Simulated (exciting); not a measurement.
Set up this calculation in exciting (release sodium), as the native input.

| Item | Value |
| --- | --- |
| Task | single point |
| Functional | PBEsol |
| Potentials or basis | all-electron LAPW+lo, shipped species files, valence relativity iora* |
| rgkmax | 9 |
| k mesh | 9 × 9 × 5 |
| Occupations | fermi-dirac, width 0.05 eV |
| Spin | no spin polarisation |
| gmaxvr (cutoff of density and potential) | 14 1/bohr |
| lmaxapw (and lmaxmat) | 10 |
| lmaxvr | 8 |
| nempty | 10 |
| Valence relativity | iora* |
| epsengy | 1e-05 Ha |
| epspot | 1e-05 Ha |
| maxscl | 60 |
| Muffin-tin radii | Lu 2.3 bohr |

The system is Lu.

```
Lu
1.0
     3.50310    0.00000    0.00000
    -1.75155    3.03377    0.00000
     0.00000    0.00000    5.55090
Lu
2
Direct
  0.66667 0.33333 0.75000
  0.33333 0.66667 0.25000
```

One way to write it, as run:

input.xml

```xml
<input>
  <title>Lu</title>
  <structure speciespath="./" tshift="false">
    <crystal scale="1">
      <basevect>6.619899587177 0.000000000000 0.000000000000</basevect>
      <basevect>-3.309949793588 5.733001213002 0.000000000000</basevect>
      <basevect>0.000000000000 0.000000000000 10.489680745185</basevect>
    </crystal>
    <species speciesfile="Lu.xml" rmt="2.3">
      <atom coord="0.666666666700 0.333333333300 0.750000000000"/>
      <atom coord="0.333333333300 0.666666666700 0.250000000000"/>
    </species>
  </structure>
  <groundstate do="fromscratch" ngridk="9 9 5" rgkmax="9" gmaxvr="14" lmaxapw="10" lmaxmat="10" lmaxvr="8" xctype="GGA_PBE_SOL" stype="Fermi Dirac" swidth="0.00183747" nempty="10" ValenceRelativity="iora*" epsengy="1e-05" epspot="1e-05" maxscl="60" tforce="true" outputlevel="normal"/>
  <properties>
    <chargedensityplot>
      <plot3d>
        <box grid="18 18 28">
          <origin coord="0 0 0"/>
          <point coord="1 0 0"/>
          <point coord="0 1 0"/>
          <point coord="0 0 1"/>
        </box>
      </plot3d>
    </chargedensityplot>
    <elfplot>
      <plot3d>
        <box grid="18 18 28">
          <origin coord="0 0 0"/>
          <point coord="1 0 0"/>
          <point coord="0 1 0"/>
          <point coord="0 0 1"/>
        </box>
      </plot3d>
    </elfplot>
    <exccplot>
      <plot3d>
        <box grid="18 18 28">
          <origin coord="0 0 0"/>
          <point coord="1 0 0"/>
          <point coord="0 1 0"/>
          <point coord="0 0 1"/>
        </box>
      </plot3d>
    </exccplot>
  </properties>
</input>
```

Potentials or basis: all-electron LAPW+lo, shipped species files, valence relativity iora*.

Launch:

```bash
$ OMP_NUM_THREADS=1 exciting_smp
```

It gave:

- Band gap on the k mesh: none (metal or under the smearing width)
- All electrons inside the program's atomic spheres: Lu 68.25 (radii Lu 2.3 bohr)

Caveat: the log's total energy holds no entropy term; the free energy is that total less TS from the occupations.

It took 3.6 min on 1 thread of Arm Neoverse V2 (shared host), peak memory 0.15 GiB.
